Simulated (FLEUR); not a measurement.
## free-standing square Cr monolayer, spacing 2.56 A: parallel and opposed starts

A self-consistent run ends on one state, which hangs on the start. Several orders of free-standing square Cr monolayer, spacing 2.56 A are started in FLEUR and their energies compared.

Method: PBE; all-electron FLAPW film, Dirac cores, scalar-relativistic bands, in FLEUR MaX-R8.1.

## Step 1: The structure

The cell holds 1 atom: 1 Cr. Cell: a = 2.560 Å, b = 2.560 Å, c = 14.000 Å, α = 90.0°, β = 90.0°, γ = 90.0°. Model lattice. Vacuum lies along c.

## Step 2: Run 1 (ferro +)

The parallel start is the test of whether parallel moments hold.

inpgen writes inp.xml from crystal.txt; cutoffs, mixing, functional, smearing and local orbitals are then set in the file. The k list default-1 (kpts.xml, not shown) is a Γ-centred 10×10×1 mesh; where the ranks do not divide the number of points, some are split in two of half the weight.

Contents of inp.xml:

```
<?xml version="1.0" encoding="UTF-8" standalone="no"?>
<fleurInput fleurInputVersion="0.39">
   <comment>
      Cr
   </comment>
   <calculationSetup>
      <cutoffs Kmax="3.6" Gmax="10.8" GmaxXC="10.8" numbands="0"/>
      <scfLoop itmax="120" minDistance="0.00002" maxIterBroyd="15" imix="Anderson" alpha="0.03" precondParam="0.0" spinf="2.0" sdNocoIR="T"/>
      <coreElectrons ctail="T" frcor="F" kcrel="0" coretail_lmax="0"/>
      <xcFunctional name="pbe" relativisticCorrections="F"/>
      <magnetism jspins="2"/>
      <soc l_soc="F" theta="0.0" phi="0.0" spav="F"/>
      <expertModes spex="0" secvar="F"/>
      <geometryOptimization l_f="F" forcealpha="1.0" forcemix="BFGS" epsdisp="0.00001" epsforce="0.00001"/>
      <ldaU l_linMix="F" mixParam="0.05" spinf="1.0"/>
   </calculationSetup>
   <cell>
      <bzIntegration valenceElectrons="14.0" mode="hist" fermiSmearingEnergy="0.00183747">
         <kPointListSelection listName="default-1"/>
         <xi:include xmlns:xi="http://www.w3.org/2001/XInclude" href="kpts.xml"> </xi:include>
      </bzIntegration>
      <xi:include xmlns:xi="http://www.w3.org/2001/XInclude" href="sym.xml"> </xi:include>
      <filmLattice scale="1.0" dVac="5.4" dTilda="7.9">
         <bravaisMatrixFilm>
            <row-1>    4.8376988789760000     0.0000000000000000</row-1>
            <row-2>    0.0000000000000000     4.8376988789760000</row-2>
         </bravaisMatrixFilm>
         <vacuumEnergyParameters vacuum="1" spinUp="-.25" spinDown="-.25"/>
      </filmLattice>
   </cell>
   <atomSpecies>
      <species name="Chromium (2.500" element="Cr" atomicNumber="24">
         <mtSphere radius="2.3" gridPoints="761" logIncrement="0.016"/>
         <atomicCutoffs lmax="8" lnonsphr="6"/>
         <electronConfig flipSpins="F">
            <coreConfig>(1s1/2) (2s1/2) (2p1/2) (2p3/2)</coreConfig>
            <valenceConfig>(3s1/2) (3p1/2) (3p3/2) (4s1/2) (3d3/2) (3d5/2)</valenceConfig>
            <stateOccupation state="(4s1/2)" spinUp="0.5" spinDown="0.5"/>
            <stateOccupation state="(3d3/2)" spinUp="1.0" spinDown="1.0"/>
            <stateOccupation state="(3d5/2)" spinUp="2.75" spinDown="0.25"/>
         </electronConfig>
         <energyParameters s="4" p="4" d="3" f="4"/>
         <lo type="SCLO" l="0" n="3" eDeriv="0"/>
         <lo type="SCLO" l="1" n="3" eDeriv="0"/>
      </species>
   </atomSpecies>
   <atomGroups>
      <atomGroup species="Chromium (2.500">
         <filmPos label="                   1">.0000000000 .0000000000 .0000000000</filmPos>
         <force calculate="T" relaxXYZ="TTT"/>
      </atomGroup>
   </atomGroups>
   <output dos="F" band="F" slice="F">
      <bandDOS minEnergy="-.5*Htr" maxEnergy="0.5*Htr" sigma="0.015" storeEVData="T"/>
      <plotting iplot="0" polar="F">
         <plot TwoD="T" vec1="  1.0  0.0  0.0" vec2="  0.0  1.0  0.0" vec3="  0.0  0.0  1.0" zero="  0.0  0.0 -0.5" file="plot"/>
      </plotting>
      <moessbauerParams electricFieldGradient="F" isomerShift="F" coreHyperfine="F" valenceHyperfine="F"/>
   </output>
</fleurInput>
```

Contents of crystal.txt:

```
Cr
&input film=T cartesian=F /
2.56000000000  0.00000000000  0.00000000000
0.00000000000  2.56000000000  0.00000000000
0.00000000000  0.00000000000  1.00000000000
1.8897261246
1.0 1.0 1.0

1
24 0.00000000000  0.00000000000  0.00000000000 : 2.500

&kpt div1=10 div2=10 div3=1 gamma=T /
```

Started as:

```console
OMP_NUM_THREADS=1 inpgen -f crystal.txt > inpgen.log  # inp.xml is then edited as shown
OMP_NUM_THREADS=1 mpirun -n 4 fleur_MPI > fleur.log
```

The log of the run:

```text
Welcome to FLEUR        (www.flapw.de)
      MaX-Release 8.1          (www.max-centre.eu)

 ========== k-point set info ==========
 Selected k-point list: default-1
 k-point list type: mesh
 0 x 0 x 0
 Number of k points: 24

 ------------Calculation Setup---------------------------
 Number of MPI-tasks      :            4
 Number of PE/node        :            4
 Number of OMP-threads    :            1
 k-points in parallel     :            4
 pe's per k-point         :            1
 No of k-point loops      :            6
 Eigenvalue solver        :       lapack
 Number of basis functions:          160
 Approximate size of matrices (H+S) per k-point:         0.000 GB
 --------------------------------------------------------
 Iteration:     1   Distance:      27.42840441 me/bohr^3
 Iteration:     2   Distance:      23.07957934 me/bohr^3
 Iteration:     3   Distance:       9.09373235 me/bohr^3
 Iteration:     4   Distance:       8.83263312 me/bohr^3
 Iteration:     5   Distance:       9.60667853 me/bohr^3
 Iteration:     6   Distance:       6.13921164 me/bohr^3
 Iteration:     7   Distance:       4.98980787 me/bohr^3
 Iteration:     8   Distance:       4.98327960 me/bohr^3
 Iteration:     9   Distance:       3.87705469 me/bohr^3
 Iteration:    10   Distance:       5.47869573 me/bohr^3
[... 25 iterations left out ...]
 Iteration:    36   Distance:       0.03904714 me/bohr^3
 Iteration:    37   Distance:       0.03479636 me/bohr^3
 Iteration:    38   Distance:       0.00774657 me/bohr^3
 Iteration:    39   Distance:       0.00759148 me/bohr^3
 Iteration:    40   Distance:       0.00405327 me/bohr^3
 Iteration:    41   Distance:       0.00128691 me/bohr^3
 Iteration:    42   Distance:       0.00050097 me/bohr^3
 Iteration:    43   Distance:       0.00002584 me/bohr^3
 Iteration:    44   Distance:       0.00002517 me/bohr^3
 Iteration:    45   Distance:       0.00000668 me/bohr^3

 ********************************************************************
 Run finished successfully
 Stop message:
   all done
 ********************************************************************

--- out.xml (last complete iteration) ---
<iteration numberForCurrentRun="   45" overallNumber="   45">
         <energyParameters units="Htr">
            <atomicEP atomType="1" spin="1" branch="4s" branchLowest="-2.80" branchHighest="1.62" value="-0.3002936948"/>
            <atomicEP atomType="1" spin="1" branch="4p" branchLowest="-1.72" branchHighest="2.17" value="-0.1777352727"/>
            <atomicEP atomType="1" spin="1" branch="3d" branchLowest="-9.99" branchHighest="-0.02" value="-0.2077828078"/>
            <atomicEP atomType="1" spin="1" branch="4f" branchLowest="-9.99" branchHighest="2.87" value="0.1232182861"/>
            <loAtomicEP atomType="1" spin="1" branch="3s" branchLowest="-24.58" branchHighest="-2.80" value="-2.8142045312"/>
            <loAtomicEP atomType="1" spin="1" branch="3p" branchLowest="-20.66" branchHighest="-1.72" value="-1.7627377935"/>
            <vacuumEP vacuum="1" spin="1" vzIR="-0.2957041640" vzInf="0.0000000000" value="-0.2500000000"/>
            <atomicEP atomType="1" spin="2" branch="4s" branchLowest="-2.67" branchHighest="1.73" value="-0.2244247874"/>
            <atomicEP atomType="1" spin="2" branch="4p" branchLowest="-1.60" branchHighest="2.28" value="-0.1033829973"/>
            <atomicEP atomType="1" spin="2" branch="3d" branchLowest="-9.99" branchHighest="0.10" value="-0.1039786889"/>
            <atomicEP atomType="1" spin="2" branch="4f" branchLowest="-9.99" branchHighest="2.98" value="0.1961409189"/>
            <loAtomicEP atomType="1" spin="2" branch="3s" branchLowest="-24.54" branchHighest="-2.67" value="-2.6930683049"/>
            <loAtomicEP atomType="1" spin="2" branch="3p" branchLowest="-20.63" branchHighest="-1.60" value="-1.6431587291"/>
            <vacuumEP vacuum="1" spin="2" vzIR="-0.2343590228" vzInf="0.0000000000" value="-0.2500000000"/>
         </energyParameters>
         <bandgap value="0.0000000000" units="eV"/>
         <sumValenceSingleParticleEnergies value="-16.9573899840" units="Htr"/>
         <FermiEnergy value="-0.1464643054" units="Htr"/>
         <valenceDensity>
            <mtCharges spin="1">
               <mtCharge atomType="1" total="7.8295585" s="1.1710479" p="3.0804028" d="3.5698652" f="0.0062829"/>
            </mtCharges>
            <mtCharges spin="2">
               <mtCharge atomType="1" total="4.5856158" s="1.1367058" p="3.0280256" d="0.4188265" f="0.0015474"/>
            </mtCharges>
            <spinDependentCharge spin="1" total="8.9183346" interstitial="0.8850311" mtSpheres="7.8295585" vacuum1="0.1018725"/>
            <spinDependentCharge spin="2" total="5.0816656" interstitial="0.4464135" mtSpheres="4.5856158" vacuum1="0.0248182"/>
            <totalCharge value="14.0000001780"/>
         </valenceDensity>
         <coreStates atomType="     1" atomicNumber=" 24" spin="1" kinEnergy="    481.1660418347" eigValSum="   -302.6835789444" lostElectrons=" 0.000000">
            <state n="1" l="0" j="0.5" energy="-216.1139156588" weight="1.0000000000"/>
            <state n="2" l="0" j="0.5" energy="-24.5806194635" weight="1.0000000000"/>
            <state n="2" l="1" j="0.5" energy="-20.8745499651" weight="1.0000000000"/>
            <state n="2" l="1" j="1.5" energy="-20.5572469286" weight="2.0000000000"/>
         </coreStates>
         <coreStates atomType="     1" atomicNumber=" 24" spin="2" kinEnergy="    481.6447421494" eigValSum="   -302.5370484218" lostElectrons=" 0.000000">
            <state n="1" l="0" j="0.5" energy="-216.1140865311" weight="1.0000000000"/>
            <state n="2" l="0" j="0.5" energy="-24.5361745086" weight="1.0000000000"/>
            <state n="2" l="1" j="0.5" energy="-20.8410358599" weight="1.0000000000"/>
            <state n="2" l="1" j="1.5" energy="-20.5228757611" weight="2.0000000000"/>
         </coreStates>
         <allElectronCharges>
            <spinDependentCharge spin="1" total="13.9183346" interstitial="0.8850311" mtSpheres="12.8295585" vacuum1="0.1018725"/>
            <spinDependentCharge spin="2" total="10.0816656" interstitial="0.4464135" mtSpheres="9.5856158" vacuum1="0.0248182"/>
            <totalCharge value="24.0000001781"/>
         </allElectronCharges>
         <magneticMomentsInMTSpheres units="muBohr">
            <globalMagMoment atomType="1" vec="0.00000   0.00000   3.24394"/>
            <localMagMoment atomType="1" vec="0.00000   0.00000   3.24394"/>
         </magneticMomentsInMTSpheres>
         <moessbauerParams unitsHFF="kG" unitsIS="e/bohr^3" unitsEFG="Htr/bohr^2">
         </moessbauerParams>
         <totalEnergy value="    -1050.7853998126" units="Htr">
            <sumOfEigenvalues value="     -622.1780173503">
               <coreElectrons value="-605.2206273663"/>
               <valenceElectrons value="-16.9573899840"/>
            </sumOfEigenvalues>
            <densityCoulombPotentialIntegral value="-1621.9283568477"/>
            <densityEffectivePotentialIntegral value="-1685.2328539517"/>
            <chargeDenXCDenIntegral value="-48.8143912165"/>
            <FockExchangeEnergyValence value="0.0000000000"/>
            <FockExchangeEnergyCore value="0.0000000000"/>
            <atomTypeDependentContributions atomType="1">
               <electronNucleiInteractionDifferentMTs value="1248.4499294268"/>
               <MadelungTerm value="-5.6117373469"/>
            </atomTypeDependentContributions>
            <tkbTimesEntropy value="0.0005691488"/>
            <freeEnergy value="-1050.7859689614"/>
            <extrapolationTo0K value="-1050.7856843870"/>
         </totalEnergy>
         <densityConvergence units="me/bohr^3">
            <chargeDensity spin="1" distance="0.0000053959"/>
            <chargeDensity spin="2" distance="0.0000030399"/>
            <overallChargeDensity distance="0.0000056698"/>
            <spinDensity distance="0.0000066758"/>
         </densityConvergence>
      </iteration>
```

The job ended after 23 s (4 MPI ranks of Intel Xeon Platinum 8559C (Emerald Rapids), shared host; peak memory 0.23 GiB; 89 s of CPU time).

Read from the output:

| Item | Value |
| --- | --- |
| free energy | -28593.3429 eV |
| program's band gap on this mesh (in a metal only a level spacing) | 0 eV |
| magnetization | 3.837 μB |
| final state | ferromagnetic |
| largest moment | 3.244 μB |

After 45 cycles the largest moment stands at 3.24 μB.

## Step 3: Start 2: antiferro q=(0,1/2,0) +-

An opposed order shows whether neighbours prefer unlike signs.

This order needs a doubled cell of 2 atoms. The mesh is halved along the doubled vector, so that both cells sample the same points. The k list default-1 (kpts.xml, not shown) is a Γ-centred 10×5×1 mesh.

inp.xml: that of step 2 with these lines changed.

```diff
@@ -17,3 +17,3 @@
    <cell>
-      <bzIntegration valenceElectrons="14.0" mode="hist" fermiSmearingEnergy="0.00183747">
+      <bzIntegration valenceElectrons="28.0" mode="hist" fermiSmearingEnergy="0.00183747">
          <kPointListSelection listName="default-1"/>
@@ -25,3 +25,3 @@
             <row-1>    4.8376988789760000     0.0000000000000000</row-1>
-            <row-2>    0.0000000000000000     4.8376988789760000</row-2>
+            <row-2>    0.0000000000000000     9.6753977579520001</row-2>
          </bravaisMatrixFilm>
@@ -45,2 +45,16 @@
       </species>
+      <species name="Chromium (-2.500" element="Cr" atomicNumber="24">
+         <mtSphere radius="2.3" gridPoints="761" logIncrement="0.016"/>
+         <atomicCutoffs lmax="8" lnonsphr="6"/>
+         <electronConfig flipSpins="F">
+            <coreConfig>(1s1/2) (2s1/2) (2p1/2) (2p3/2)</coreConfig>
+            <valenceConfig>(3s1/2) (3p1/2) (3p3/2) (4s1/2) (3d3/2) (3d5/2)</valenceConfig>
+            <stateOccupation state="(4s1/2)" spinUp="0.5" spinDown="0.5"/>
+            <stateOccupation state="(3d3/2)" spinUp="1.0" spinDown="1.0"/>
+            <stateOccupation state="(3d5/2)" spinUp="0.25" spinDown="2.75"/>
+         </electronConfig>
+         <energyParameters s="4" p="4" d="3" f="4"/>
+         <lo type="SCLO" l="0" n="3" eDeriv="0"/>
+         <lo type="SCLO" l="1" n="3" eDeriv="0"/>
+      </species>
    </atomSpecies>
@@ -49,2 +63,6 @@
          <filmPos label="                   1">.0000000000 .0000000000 .0000000000</filmPos>
+         <force calculate="T" relaxXYZ="TTT"/>
+      </atomGroup>
+      <atomGroup species="Chromium (-2.500">
+         <filmPos label="                   2">.0000000000 1.000/2.000 .0000000000</filmPos>
          <force calculate="T" relaxXYZ="TTT"/>
```

Contents of crystal.txt:

```
Cr
&input film=T cartesian=F /
2.56000000000  0.00000000000  0.00000000000
0.00000000000  5.12000000000  0.00000000000
0.00000000000  0.00000000000  1.00000000000
1.8897261246
1.0 1.0 1.0

2
24 0.00000000000  0.00000000000  0.00000000000 : 2.500
24 0.00000000000  0.50000000000  0.00000000000 : -2.500

&kpt div1=10 div2=5 div3=1 gamma=T /
```

The log of the run:

```text
[banner, memory and clock lines left out]
Welcome to FLEUR        (www.flapw.de)
      MaX-Release 8.1          (www.max-centre.eu)

 ========== k-point set info ==========
 Selected k-point list: default-1
 k-point list type: mesh
 0 x 0 x 0
 Number of k points: 20

 ------------Calculation Setup---------------------------
 Number of PE/node        :            4
 Number of OMP-threads    :            1
 k-points in parallel     :            4
 pe's per k-point         :            1
 No of k-point loops      :            5
 Eigenvalue solver        :       lapack
 Number of basis functions:          315
 Approximate size of matrices (H+S) per k-point:         0.001 GB
 Iteration:     1   Distance:      27.23284898 me/bohr^3
 Iteration:     2   Distance:      23.70171817 me/bohr^3
 Iteration:     3   Distance:      14.28889670 me/bohr^3
 Iteration:     4   Distance:      15.64629908 me/bohr^3
 Iteration:     5   Distance:      13.31456481 me/bohr^3
 Iteration:     6   Distance:      10.52601978 me/bohr^3
 Iteration:     7   Distance:       8.00914691 me/bohr^3
 Iteration:     8   Distance:       6.49110698 me/bohr^3
 Iteration:     9   Distance:       2.76037557 me/bohr^3
 Iteration:    10   Distance:       2.88531825 me/bohr^3
[... 20 iterations left out ...]
 Iteration:    31   Distance:       0.00159045 me/bohr^3
 Iteration:    32   Distance:       0.00153542 me/bohr^3
 Iteration:    33   Distance:       0.00074958 me/bohr^3
 Iteration:    34   Distance:       0.00024718 me/bohr^3
 Iteration:    35   Distance:       0.00028816 me/bohr^3
 Iteration:    36   Distance:       0.00014388 me/bohr^3
 Iteration:    37   Distance:       0.00006020 me/bohr^3
 Iteration:    38   Distance:       0.00003053 me/bohr^3
 Iteration:    39   Distance:       0.00004347 me/bohr^3
 Iteration:    40   Distance:       0.00001641 me/bohr^3

 ********************************************************************
 Run finished successfully
 Stop message:
   all done
 ********************************************************************

--- out.xml (last complete iteration) ---
<iteration numberForCurrentRun="   40" overallNumber="   40">
         [... left out ...]
         <bandgap value="0.0167793658" units="eV"/>
         <sumValenceSingleParticleEnergies value="-34.0681795319" units="Htr"/>
         <FermiEnergy value="-0.1523985234" units="Htr"/>
         <valenceDensity>
            <mtCharges spin="1">
               <mtCharge atomType="1" total="7.9647536" s="1.1867457" p="3.0742247" d="3.6986695" f="0.0038693"/>
               <mtCharge atomType="2" total="4.4496761" s="1.1075014" p="3.0327446" d="0.3045632" f="0.0036392"/>
            </mtCharges>
            <mtCharges spin="2">
               <mtCharge atomType="1" total="4.4496708" s="1.1075008" p="3.0327444" d="0.3045587" f="0.0036392"/>
               <mtCharge atomType="2" total="7.9647484" s="1.1867454" p="3.0742245" d="3.6986648" f="0.0038693"/>
            </mtCharges>
            <spinDependentCharge spin="1" total="14.0000059" interstitial="1.3286506" mtSpheres="12.4144297" vacuum1="0.1284628"/>
            <spinDependentCharge spin="2" total="13.9999944" interstitial="1.3286494" mtSpheres="12.4144193" vacuum1="0.1284629"/>
            <totalCharge value="28.0000003669"/>
         </valenceDensity>
         [... left out ...]
         <magneticMomentsInMTSpheres units="muBohr">
            <globalMagMoment atomType="1" vec="0.00000   0.00000   3.51508"/>
            <localMagMoment atomType="1" vec="0.00000   0.00000   3.51508"/>
            <globalMagMoment atomType="2" vec="0.00000   0.00000  -3.51507"/>
            <localMagMoment atomType="2" vec="0.00000   0.00000  -3.51507"/>
         </magneticMomentsInMTSpheres>
         [... left out ...]
         <totalEnergy value="    -2101.6067610068" units="Htr">
            <sumOfEigenvalues value="    -1244.5821544687">
               <coreElectrons value="-1210.5139749368"/>
               <valenceElectrons value="-34.0681795319"/>
            </sumOfEigenvalues>
            <densityCoulombPotentialIntegral value="-3243.9990718345"/>
            <densityEffectivePotentialIntegral value="-3370.6447384994"/>
            <chargeDenXCDenIntegral value="-97.6560256286"/>
            <FockExchangeEnergyValence value="0.0000000000"/>
            <FockExchangeEnergyCore value="0.0000000000"/>
         [... left out ...]
            <tkbTimesEntropy value="0.0010907861"/>
            <freeEnergy value="-2101.6078517929"/>
            <extrapolationTo0K value="-2101.6073063999"/>
         </totalEnergy>
         <densityConvergence units="me/bohr^3">
            <chargeDensity spin="1" distance="0.0000091386"/>
            <chargeDensity spin="2" distance="0.0000089577"/>
            <overallChargeDensity distance="0.0000076314"/>
            <spinDensity distance="0.0000164094"/>
         </densityConvergence>
      </iteration>
```

Wall time 36 s (4 MPI ranks); peak memory 0.35 GiB; 2.4 min of CPU time.

Numbers from this step:

```yaml
free_energy: -57187.6630 eV
program_s_band_gap_on_this_mesh_in_a_metal_only_a_level_spacing: 0.01678 eV
magnetization: 0 μB
final_state: antiferromagnetic
largest_moment: 3.515 μB
```

It lies 489 meV a seeded atom under the first start, and its largest moment is 3.52 μB against 3.24 μB.

(Continued in part 2 of 2.)

[Logs and program files are shortened in this print: banners, set-up blocks, solver, clock and traceback lines can be left out without a mark of their own.]

[Logs are printed without paths, hosts, clocks, repeated set-up lines and the standing remarks that a program may print on its own settings, such as how far it seeks lower states.]

[Hosts, paths, dates, database ids (printed as entryN), source tags and the programs' standing remarks are cut or masked in the printed files.]

[Where a cell is said to come from a database of computed structures, the database is the Materials Project.]
